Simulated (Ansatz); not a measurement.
# CuO (Tenorite) (C2/c) in Ansatz: notebook, part 2 of 2

Ansatz 0.2.0.

## (5) Single point, PBE

The input, input.yaml:

```yaml
crystal:
  lattice:
    - [2.34185, -1.7113, 0.0]
    - [2.34185, 1.7113, 0.0]
    - [-0.8500274268, 0.0, 5.0578693947]
  atoms:
    - { symbol: Cu, position: [0.5, 0.0, 0.5] }
    - { symbol: Cu, position: [0.0, 0.5, 0.0] }
    - { symbol: O, position: [0.4184, 0.5816, 0.75] }
    - { symbol: O, position: [0.5816, 0.4184, 0.25] }
hamiltonian:
  xc: pbe
  pseudopotentials: { kind: paw }
kpoints:
  mp_grid: { grid: [10, 10, 5] }
scf:
  occupations: { method: gaussian, width: 0.015 }
output:
  forces: true
  stress: true
  eigenvalues: true
  write_density: true
  write_potential: true
  elf: true
  volumetric_format: npy
```

Potentials or basis: Ansatz PAW.

On the command line:

```
> ansatz run input.yaml --threads 2 --pin off --max-ram 5632MiB --backend cpu --events-out ev --progress --plain --runs-dir out
```

Log:

```text
Warning: RAYON_NUM_THREADS=2 ignored (pool sized by the plan → 2); use --threads N
Engine: ansatz 0.2.0, x86_64-unknown-linux-gnu
Pseudopotentials: kind: paw
Pseudopotential: Cu, paw, valence charge 19, recommended cutoff 420 eV (normal), Cu.paw.azcp
Pseudopotential: O, paw, valence charge 6, recommended cutoff 420 eV (normal), O.paw.azcp
Functional definition: PBE
  parameter kappa = 0.804
  parameter beta = 0.06672455060314922
  exchange = pbe_x(kappa = kappa, mu = beta*pi^2/3)
  correlation = pbe_c(beta = beta)
Crystal: 4 atoms, lattice volume = 40.540 Å³
Basis set: ecut = 420 eV, 787 PW (Γ), exchange–correlation on 40×40×72 points (8 copies of the dense FFT grid, shifted against one another)
Bands: 30, of which v1, the nominal top of the filled ones, is band 25 counted from 1 (24 counted from 0)
Symmetry: 4 space group operations
Space group: C2/c (ITA 15), of the structure as read, at distance tolerance 3.4e-5 Å
k-points: 141 of 500
Non-local potential: Cu, projectors of the file, l = 0: 3, l = 1: 2, l = 2: 3, l = 3: 1
Non-local potential: O, projectors of the file, l = 0: 2, l = 1: 2, l = 2: 1
PAW form: soft (Blöchl's): semilocal exchange-correlation on the pseudo side does not see the compensation charge
PAW one-centre angular grid: Cu, 590 points (default); XC on 64 Gauss nodes
PAW one-centre angular grid: O, 110 points (default); XC on 64 Gauss nodes
Initial density: superposition of atomic densities (neutral atoms: chi_scale 0, normalization atom), corrected by the library's trained network
Initial wavefunctions: pseudopotential atomic-orbital guess
Functional: x = pbe(κ = 0.804, μ = 0.2195149727645171), c = pbe(β = 0.06672455060314922)
SCF iter   1: F=—  HF=-14382.350673 eV  |F-HF|=—  |Δ(HF+E_count)|=         —  Δρ=5.21e-3  dr2=2.68e-3  ethr=1.77e-3  ⟨swp⟩=5.0  Hψ=15021  notcnv=0
preconditioner: auto → Kerker (q_TF=auto, 2.825 Å⁻¹)  [metal: Δε(μ)=0.008 eV  Ē_g=11.246 eV  σ=0.015 eV  W_gap=0.27  n_scr=20 (ndim 8)  ℏωp=34.0 eV  f_vac=0.000  D(μ)=1.97/eV (n_scr^D=20)]
SCF iter   2: F=—  HF=-14382.350028 eV  |F-HF|=—  |Δ(HF+E_count)|=   6.45e-4  Δρ=2.58e-3  dr2=8.13e-4  ethr=5.37e-6  ⟨swp⟩=2.0  Hψ=8299  notcnv=0  defer=82
SCF iter   3: F=—  HF=-14382.349828 eV  |F-HF|=—  |Δ(HF+E_count)|=   2.01e-4  Δρ=3.86e-4  dr2=4.75e-5  ethr=1.63e-6  ⟨swp⟩=2.0  Hψ=7024  notcnv=0  defer=82
SCF iter   4: F=—  HF=-14382.349843 eV  |F-HF|=—  |Δ(HF+E_count)|=   1.50e-5  Δρ=1.43e-4  dr2=7.03e-6  ethr=9.50e-8  ⟨swp⟩=2.1  Hψ=6545  notcnv=0  defer=82
SCF iter   5: F=—  HF=-14382.349844 eV  |F-HF|=—  |Δ(HF+E_count)|=   9.37e-7  Δρ=7.13e-5  dr2=1.21e-6  ethr=1.41e-8  ⟨swp⟩=2.5  Hψ=6581  notcnv=0  defer=82
SCF iter   6: F=—  HF=-14382.349844 eV  |F-HF|=—  |Δ(HF+E_count)|=   3.03e-8  Δρ=3.67e-5  dr2=3.72e-7  ethr=2.43e-9  ⟨swp⟩=2.0  Hψ=7478  notcnv=0  defer=82
SCF iter   7: F=-14382.349844 eV  HF=-14382.349844 eV  |F-HF|=1.10e-8  |Δ(HF+E_count)|=   7.64e-8  Δρ=8.60e-6  dr2=2.82e-8  ethr=2.00e-10  ⟨swp⟩=8.2  Hψ=27084  notcnv=0
SCF 1 converged in 7 iterations: F = -14382.349844 eV  dr2 = 2.82e-8
SCF converged after 7 iterations
Free energy (F): -14382.349844 eV
Harris-Foulkes:  -14382.349844 eV  (|F-HF|=1.10e-8)
Internal energy: -14382.349569 eV  (E = F + TS)
E sigma→0 (E₀):  -14382.349706 eV
Entropy (-TS):   -0.000275 eV (-0.069 meV/atom)
Fermi energy:    12.249971 eV
--- Per-component energies (eV) ---
  E_band       = -854.289398
  E_kinetic    = 943.173876
  E_local      = -9663.212465  (includes V_loc(G=0)·N_el)
  E_nonlocal   = 879.138506
  E_hartree    = 4186.595183
  E_xc         = -323.943545
  E_vxc        = -415.866469  (∫ρ·V_xc dr)
  E_paw        = -3639.778759  (= ΣΔE_a)
  E_vpaw       = -970.704548  (= ΣTr[D̂ρ^β])
  E_aug_tail   = 0.005569  (compensation charges beyond the density's cutoff)
  E_ewald      = -6764.327933
  E_smearing   = -0.000275  (= −TS)
  E_closure    = 0.000000  (closes the sum)
  Σ components = -14382.349844   (vs F -14382.349844, Δ=0.00e0)
--- Forces (eV/Å), atoms counted from 1 ---
  atom   1  Cu    -0.00000000     0.00000000     0.00000000
  atom   2  Cu    -0.00000000    -0.00000000    -0.00000000
  atom   3  O      0.00000000    -0.26237333    -0.00000000
  atom   4  O      0.00000000     0.26237333     0.00000000
  max |Σ_I F_I| component: 1.89e-29 eV/Å
--- Stress (GPa, compression-positive) ---
        5.467291      -0.000000      -1.297995
       -0.000000       6.897096       0.000000
       -1.297998       0.000000       4.682997
  P = ⅓ Tr σ = 5.6825 GPa (56.825 kbar)
--- Band table (eV; the first three rows and the last of 141) ---
  k-point 0: bands = ["-100.3353", "-100.3347", "-57.8703", "-57.8701", "-57.8378", "-57.8292", "-57.4244", "-57.4238", "-7.7321", "-6.3954", "4.0447", "6.6589", "7.0570", "8.9308", "9.1070", "9.1149", "9.1797", "9.2718", "9.5461", "9.6354", "9.8691", "10.0357", "10.0951", "10.5894", "12.4589", "13.1958", "13.9430", "18.2475", "20.3785", "25.5750"]
  k-point 1: bands = ["-100.3353", "-100.3348", "-57.8703", "-57.8701", "-57.8370", "-57.8300", "-57.4243", "-57.4239", "-7.6243", "-6.5489", "4.4251", "6.7401", "7.0870", "8.3181", "8.5874", "8.6475", "9.2913", "9.4771", "9.7343", "9.7492", "9.9675", "10.1563", "10.3383", "10.4846", "12.4272", "13.0402", "14.4763", "17.6933", "21.2136", "25.6164"]
  k-point 2: bands = ["-100.3351", "-100.3349", "-57.8702", "-57.8701", "-57.8348", "-57.8322", "-57.4242", "-57.4240", "-7.3260", "-6.9189", "5.4523", "6.8420", "6.9460", "7.1361", "8.2109", "8.2702", "9.4500", "9.5434", "9.8127", "9.8808", "9.9389", "10.1522", "10.6084", "10.7212", "12.3980", "12.6699", "15.5810", "16.7066", "22.9211", "24.8660"]
  k-point 140: bands = ["-100.3337", "-100.3336", "-57.8834", "-57.8822", "-57.8340", "-57.8321", "-57.4329", "-57.4321", "-6.3279", "-6.2170", "5.3731", "5.8830", "6.5761", "6.6611", "7.0366", "7.4252", "9.4063", "9.6973", "9.9888", "10.0085", "10.5130", "10.5246", "10.9112", "11.0055", "11.5645", "12.2137", "16.8652", "18.0357", "20.8826", "21.5766"]
```

rho_z.tsv:

```text
# z_ang	rho[e/angstrom^3]
# format = ansatz-planar-average/11
# lattice	2.341850000	-1.711300000	0.000000000
# lattice	2.341850000	1.711300000	0.000000000
# lattice	-0.850027427	0.000000000	5.057869395
# sites	4
# site	29	0.745911287	-0.855650000	2.528934697
# site	29	1.170925000	0.855650000	0.000000000
# site	8	1.704329430	0.279284160	3.793402046
# site	8	2.129343143	-0.279284160	1.264467349
0.000000	3.342891e0
0.142467	2.846326e0
0.284933	1.831913e0
0.427400	1.018963e0
0.569867	6.157746e-1
0.712333	5.072405e-1
[... 28 lines left out ...]
4.843867	1.831913e0
4.986333	2.846326e0
```

v_z.tsv:

```text
# z_ang	v_es[eV]	v_tot[eV]
# format = ansatz-planar-average/11
# xc	pbe
# density_cutoff_ev	1680
# datasets	Cu=:simpson_from_first_knot:soft	O=:simpson_from_first_knot:soft
# lattice	2.341850000	-1.711300000	0.000000000
# lattice	2.341850000	1.711300000	0.000000000
# lattice	-0.850027427	0.000000000	5.057869395
# sites	4
# site	29	0.745911287	-0.855650000	2.528934697
# site	29	1.170925000	0.855650000	0.000000000
# site	8	1.704329430	0.279284160	3.793402046
# site	8	2.129343143	-0.279284160	1.264467349
0.000000	8.249978e-1	-1.107489e1
0.142467	1.249576e0	-1.053801e1
0.284933	2.521753e0	-8.986711e0
0.427400	4.622571e0	-6.602132e0
0.569867	7.033052e0	-4.059810e0
0.712333	8.366459e0	-2.788612e0
[... 28 lines left out ...]
4.843867	2.521753e0	-8.986711e0
4.986333	1.249576e0	-1.053801e1
```

It took 10 s on 2 threads of Intel Xeon at 2.50GHz (Skylake/Cascade Lake), shared host; peak memory 0.44 GiB.

Results:

| Property | Result |
| --- | --- |
| Free energy | -14382.3498 eV |
| Pressure | 5.7 GPa |
| Largest force | 0.262 eV/Å |
| Band gap on the k mesh | none (metal or under the smearing width) |

Forces on the atoms (eV/Å):
```
Cu   0.000  0.000  0.000
Cu   0.000  0.000  0.000
O    0.000 -0.262  0.000
O    0.000  0.262  0.000
```

Stress tensor (GPa, compression positive):
```
 5.47  0.00 -1.30
 0.00  6.90  0.00
-1.30  0.00  4.68
```

Caveat: the pressure holds a Pulay correction of +0.7 GPa for the finite cutoff; the run has no spin polarisation, though such a crystal can be magnetic; semilocal functionals often make such compounds metallic where correlation or magnetic order opens a gap, which also shifts bond lengths.

## (6) Single point, PBE

input.yaml: that of step 5 with these lines changed.

```diff
@@ -16,3 +16,3 @@
 scf:
-  occupations: { method: gaussian, width: 0.015 }
+  occupations: { method: gaussian, width: 0.016 }
 output:
@@ -21,5 +21 @@
   eigenvalues: true
-  write_density: true
-  write_potential: true
-  elf: true
-  volumetric_format: npy
```

Potentials or basis: Ansatz PAW.

On the command line:

```
> ansatz run input.yaml --threads 2 --pin off --max-ram 5632MiB --backend cpu --events-out ev --progress --plain --runs-dir out
```

Log:

```text
Warning: RAYON_NUM_THREADS=2 ignored (pool sized by the plan → 2); use --threads N
[... 9 set-up lines as earlier in the session ...]
Crystal: 4 atoms, lattice volume = 40.540 Å³
Basis set: ecut = 420 eV, 787 PW (Γ), exchange–correlation on 40×40×72 points (8 copies of the dense FFT grid, shifted against one another)
Bands: 30, of which v1, the nominal top of the filled ones, is band 25 counted from 1 (24 counted from 0)
[... 2 set-up lines as earlier in the session ...]
k-points: 141 of 500
[... 1 set-up line as earlier in the session ...]
[... 18 lines left out ...]
Free energy (F): -14382.349863 eV
Harris-Foulkes:  -14382.349863 eV  (|F-HF|=1.10e-8)
Internal energy: -14382.349544 eV  (E = F + TS)
E sigma→0 (E₀):  -14382.349704 eV
Entropy (-TS):   -0.000318 eV (-0.080 meV/atom)
Fermi energy:    12.249777 eV
--- Per-component energies (eV) ---
  E_band       = -854.289359
  E_kinetic    = 943.173920
  E_local      = -9663.212636  (includes V_loc(G=0)·N_el)
  E_nonlocal   = 879.138685
  E_hartree    = 4186.595301
  E_xc         = -323.943559
  E_vxc        = -415.866486  (∫ρ·V_xc dr)
  E_paw        = -3639.778892  (= ΣΔE_a)
  E_vpaw       = -970.704792  (= ΣTr[D̂ρ^β])
  E_aug_tail   = 0.005569  (compensation charges beyond the density's cutoff)
  E_ewald      = -6764.327933
  E_smearing   = -0.000318  (= −TS)
  E_closure    = -0.000000  (closes the sum)
  Σ components = -14382.349863   (vs F -14382.349863, Δ=0.00e0)
--- Forces (eV/Å), atoms counted from 1 ---
  atom   1  Cu    -0.00000000    -0.00000000     0.00000000
  atom   2  Cu     0.00000000     0.00000000    -0.00000000
  atom   3  O      0.00000000    -0.26222265    -0.00000000
  atom   4  O      0.00000000     0.26222265     0.00000000
  max |Σ_I F_I| component: 1.58e-29 eV/Å
--- Stress (GPa, compression-positive) ---
        5.466198      -0.000000      -1.296074
       -0.000000       6.897835       0.000000
       -1.296077       0.000000       4.684404
  P = ⅓ Tr σ = 5.6828 GPa (56.828 kbar)
--- Band table (eV; the first three rows and the last of 141) ---
  k-point 0: bands = ["-100.3353", "-100.3347", "-57.8703", "-57.8700", "-57.8378", "-57.8292", "-57.4244", "-57.4238", "-7.7321", "-6.3954", "4.0447", "6.6589", "7.0570", "8.9308", "9.1070", "9.1149", "9.1798", "9.2718", "9.5460", "9.6354", "9.8691", "10.0357", "10.0951", "10.5894", "12.4589", "13.1958", "13.9430", "18.2475", "20.3785", "25.5750"]
  k-point 1: bands = ["-100.3353", "-100.3348", "-57.8703", "-57.8701", "-57.8370", "-57.8301", "-57.4243", "-57.4239", "-7.6243", "-6.5489", "4.4251", "6.7401", "7.0870", "8.3181", "8.5874", "8.6475", "9.2913", "9.4771", "9.7343", "9.7492", "9.9675", "10.1563", "10.3383", "10.4846", "12.4272", "13.0402", "14.4763", "17.6934", "21.2136", "25.6164"]
  k-point 2: bands = ["-100.3351", "-100.3349", "-57.8702", "-57.8701", "-57.8349", "-57.8322", "-57.4242", "-57.4240", "-7.3260", "-6.9189", "5.4523", "6.8419", "6.9460", "7.1361", "8.2109", "8.2702", "9.4500", "9.5434", "9.8127", "9.8808", "9.9389", "10.1522", "10.6084", "10.7213", "12.3980", "12.6699", "15.5810", "16.7065", "22.9211", "24.8660"]
  k-point 140: bands = ["-100.3337", "-100.3336", "-57.8834", "-57.8821", "-57.8340", "-57.8322", "-57.4329", "-57.4320", "-6.3279", "-6.2170", "5.3731", "5.8829", "6.5761", "6.6611", "7.0366", "7.4253", "9.4063", "9.6974", "9.9888", "10.0085", "10.5130", "10.5246", "10.9112", "11.0055", "11.5645", "12.2137", "16.8653", "18.0357", "20.8826", "21.5766"]
```

It took 8.1 s on 2 threads of Intel Xeon at 2.50GHz (Skylake/Cascade Lake), shared host; peak memory 0.43 GiB.

What came out:

```yaml
Free_energy: -14382.3499 eV
Pressure: 5.7 GPa
Largest_force: 0.262 eV/Å
Band_gap_on_the_k_mesh: none (metal or under the smearing width)
```

Forces in eV/Å, atoms in the order of the input:
```
Cu   0.000  0.000  0.000
Cu   0.000  0.000  0.000
O    0.000 -0.262  0.000
O    0.000  0.262  0.000
```

Levels at points of the mesh, in eV from the Fermi level:
| k point | band 22 | band 23 | band 24 | band 25 | band 26 | band 27 | band 28 | band 29 |
| --- | --- | --- | --- | --- | --- | --- | --- | --- |
| (0.00, 0.00, 0.00) | -2.21 | -2.15 | -1.66 | 0.21 | 0.95 | 1.69 | 6.00 | 8.13 |
| (0.00, -0.50, 0.00) | -1.60 | -1.52 | -1.41 | 0.01 | 0.26 | 4.83 | 6.27 | 6.92 |
| (-0.50, -0.50, 0.00) | -2.12 | -1.65 | -1.21 | -0.66 | 1.07 | 3.31 | 7.07 | 8.46 |

Caveat: the pressure holds a Pulay correction of +0.7 GPa for the finite cutoff; the run has no spin polarisation, though such a crystal can be magnetic; semilocal functionals often make such compounds metallic where correlation or magnetic order opens a gap, which also shifts bond lengths.

## (7) Summary

| smearing | gap on the mesh (eV) | pressure (GPa) | largest force (eV/Å) |
| --- | --- | --- | --- |
| gaussian 0.012 eV | none | 5.7 | 0.26 |
| gaussian 0.013 eV | none | 5.7 | 0.26 |
| gaussian 0.014 eV | none | 5.7 | 0.26 |
| gaussian 0.015 eV | none | 5.7 | 0.26 |
| gaussian 0.016 eV | none | 5.7 | 0.26 |

Alike in all rows: task single point; level PBE; potentials or basis Ansatz PAW; no spin polarisation; cell as given; k mesh 10 × 10 × 5; cutoff (eV) 420.

Every run on the cell as given and a fine mesh finds a metal.

Caveats: the run has no spin polarisation, though such a crystal can be magnetic; semilocal functionals often make such compounds metallic where correlation or magnetic order opens a gap, which also shifts bond lengths.

Absolute energies hang on the potentials; compare differences alone.
